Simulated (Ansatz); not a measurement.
# Cd: stress in a strained cell

Cd is deformed so: equal xx and yy strain of +2 %. What stress and forces result, by LAPW, PAW and all-electron datasets made for the crystal?

Program: Ansatz 0.2.0. Level of theory: DFT PBE, scalar-relativistic. These are calculated values, not measurements.

### 1 The structure to begin with

It takes space group P6_3/mmc (No. 194, hexagonal). The conventional cell has a = 2.979 Å, b = 2.979 Å, c = 5.618 Å, α = 90.00°, β = 90.00°, γ = 120.00°. Cd (site symmetry -6m2) is surrounded by 12 Cd at 2.98 to 3.29 Å.

As a file:

```
CELL_PARAMETERS angstrom
2.97887 0.00000 0.00000
-1.48944 2.57978 0.00000
0.00000 0.00000 5.61765
ATOMIC_POSITIONS crystal
Cd 0.33333 0.66667 0.25000
Cd 0.66667 0.33333 0.75000
```

Atoms are numbered in the order of the input: Cd1, Cd2.

### 2 After the deformation

Space group P6_3/mmc before, P6_3/mmc after.

### 3 LAPW, all electrons

File input.yaml:

```yaml
crystal:
  lattice:
    - [3.0384499583, 0.0, 0.0]
    - [-1.5192249791, 2.6313748519, 0.0]
    - [0.0, 0.0, 5.61765]
  atoms:
    - { symbol: Cd, position: [0.3333333333, 0.6666666667, 0.25] }
    - { symbol: Cd, position: [0.6666666667, 0.3333333333, 0.75] }
kpoints:
  mp_grid: { grid: [14, 14, 7] }
  band_path:
    path:
      - [0.0, 0.0, 0.0]
      - [0.5, 0.0, 0.0]
      - [0.3333333333, 0.3333333333, 0.0]
      - [0.0, 0.0, 0.0]
      - [0.0, 0.0, 0.5]
      - [0.5, 0.0, 0.5]
      - [0.3333333333, 0.3333333333, 0.5]
      - [0.0, 0.0, 0.5]
      - [0.5, 0.0, 0.5]
    npoints: 5
scf:
  occupations: { method: fermi_dirac, width: 0.05 }
hamiltonian:
  xc: pbe
  pseudopotentials: { kind: all_electron, lapw: { basis_error: 0.00025 } }
output:
  forces: true
  stress: true
  eigenvalues: true
```

Started as:

```
$ ansatz run input.yaml --threads 1 --pin off --max-ram 3072MiB --backend cpu --events-out ev --progress --plain --runs-dir out
```

### 4 Frozen-core PAW

File input.yaml:

```yaml
crystal:
  lattice:
    - [3.0384499583, 0.0, 0.0]
    - [-1.5192249791, 2.6313748519, 0.0]
    - [0.0, 0.0, 5.61765]
  atoms:
    - { symbol: Cd, position: [0.3333333333, 0.6666666667, 0.25] }
    - { symbol: Cd, position: [0.6666666667, 0.3333333333, 0.75] }
kpoints:
  mp_grid: { grid: [14, 14, 7] }
scf:
  occupations: { method: fermi_dirac, width: 0.05 }
hamiltonian:
  xc: pbe
  pseudopotentials: { kind: paw }
output:
  forces: true
  stress: true
  eigenvalues: true
  efg: { contact_densities: true }
  write_density: true
  write_potential: true
  elf: true
  volumetric_format: npy
```

### 5 Datasets made for this crystal

Changes to input.yaml since step 4:

```diff
@@ -14,3 +14,3 @@
   xc: pbe
-  pseudopotentials: { kind: paw }
+  pseudopotentials: { kind: all_electron, datasets: crystal }
 output:
@@ -20,5 +20 @@
   efg: { contact_densities: true }
-  write_density: true
-  write_potential: true
-  elf: true
-  volumetric_format: npy
```

(Steps that only read results are left out.)

Before running it: what results should come out? Wanted: pressure; largest shear or deviatoric stress.

The runs gave:

| quantity | value |
| --- | --- |
| pressure | LAPW 0.58, PAW 0.58, crystal datasets 0.58 GPa |
| largest shear or deviatoric stress (LAPW) | 0.02 GPa |

**Reading.** The largest part of the stress beyond the pressure is 0.02 GPa in size, in the zz component; the atoms are carried along and not relaxed. No run of the undeformed cell stands beside it, so the pressure holds what the given cell had before the change. PAW: stress within 0.01 GPa of LAPW. Crystal datasets: stress within 0.01 GPa of LAPW.
